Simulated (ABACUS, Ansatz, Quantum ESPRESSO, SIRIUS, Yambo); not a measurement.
# Cost and result for the band gap of GaN

It takes space group F-43m (No. 216, cubic). Conventional cell: a = 4.507 Å, b = 4.507 Å, c = 4.507 Å, α = 90.00°, β = 90.00°, γ = 90.00°. Around Ga (site symmetry -43m) lie 4 N at 1.95 Å. Around N (site symmetry -43m) lie 4 Ga at 1.95 Å.

| rung | level | program and potentials | cutoff (eV) | k mesh | task | core time | chip | band gap (eV) | miss (eV) | notes |
| --- | --- | --- | --- | --- | --- | --- | --- | --- | --- | --- |
| Hartree-Fock | Hartree-Fock on LDA | Yambo, PseudoDojo 0.4.1 SR LDA stringent | 1442 | 6 × 6 × 6 | Hartree-Fock levels | 1.9 s | Arm Neoverse V2 | 9.53 | +6.23 | coarse mesh; 13 valence electrons an atom on average |
| GGA | PBEsol | Ansatz, PAW datasets made for the crystal | 440 | 8 × 8 × 8 | single point | 5 s | Intel Xeon 6975P-C Granite Rapids | 1.68 | -1.62 | 9 valence electrons an atom on average |
| GGA | PBE | ABACUS, PseudoDojo NC SR 0.4.1 PBE standard, plane waves | 1143 | 10 × 10 × 10 | single point | 18 s | Intel Xeon 6975P-C Granite Rapids | 1.76 | -1.54 | 9 valence electrons an atom on average |
| GGA | PBEsol | Quantum ESPRESSO, GBRV 1.5 PBEsol | 762 | 10 × 10 × 10 | single point | 26 s | Arm Neoverse V1 | 1.69 | -1.61 | 12 valence electrons an atom on average |
| GGA | PBEsol | SIRIUS, PseudoDojo 0.4.1 PBEsol standard (scalar relativistic) | 1152 | 10 × 10 × 10 | single point | 32 s | Arm Neoverse V2 | (a) | ? | 9 valence electrons an atom on average |
| GGA | PBEsol | Ansatz, all-electron LAPW, scalar-relativistic | - | 10 × 10 × 10 | single point | 37 s | Intel Xeon Skylake/Cascade Lake | 1.68 | -1.62 | - |
| hybrid | HSE06 | Ansatz, PAW datasets made for the crystal | 490 | 8 × 8 × 8 | single point | 9.8 min | Intel Xeon 6975P-C Granite Rapids | 2.98 | -0.32 | 13 valence electrons an atom on average |

Times are single runs on shared hosts and different chips, so they are rough; meshes, cutoffs and the tasks' sizes weigh on the time. All rows: no spin polarisation. Gaps are the least found on the k mesh or the band path, and a mesh can miss the band edges. Meshes differ between rows, which moves values too. All levels ran on this one cell, unrelaxed unless noted. Meshes are those of the run's cell of 2 atoms unless a note names another. Misses use the values as printed. Runs on faulty files, with rough fits or with known faults for this quantity aren't shown. No row holds spin-orbit coupling.

Measured: 3.3 eV (a printed reference work). The runs are for a static lattice.

Question: Estimate the value left out from the other rows.

Answer: (a) 1.71 eV, miss -1.59.
